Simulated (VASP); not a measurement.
The system is GaN.

```xyz
4
Lattice="3.2594 0.0000 0.0000 -1.6297 2.8228 0.0000 0.0000 0.0000 4.8644" Properties=species:S:1:pos:R:3 pbc="T T T"
Ga    0.0000    1.8818    1.2161
Ga    1.6297    0.9409    3.6483
N     1.6297    0.9409    1.2161
N     0.0000    1.8818    3.6483
```

The cell was built by a generator and needn't be a form met in nature.

The cell isn't the ideal one: epitaxial_xy strain -1.2%.

Base run:

```yaml
Program: VASP 6.6.1
Functional: r2SCAN
Potentials_or_basis: VASP PAW PBE potentials, release 64 (Ga_d, N)
Cutoff: 520 eV
k_mesh: 12 × 12 × 6
Occupations: gaussian, width 0.01 eV
Spin: no spin polarisation
```

Its results: band gap on the k mesh 2.00 eV, direct; pressure 4.6 GPa.

**Question.** The run is repeated on the same cell with these changes: functional from r2SCAN to PBE; occupations from gaussian, width 0.01 eV to fermi-dirac, width 0.02 eV. What comes out?

**Answer.** Band gap on the k mesh 1.58 eV, direct; pressure 9.7 GPa.

Caveats: the PAW data sets were made with another functional, which shifts forces and pressure a little (some runs).

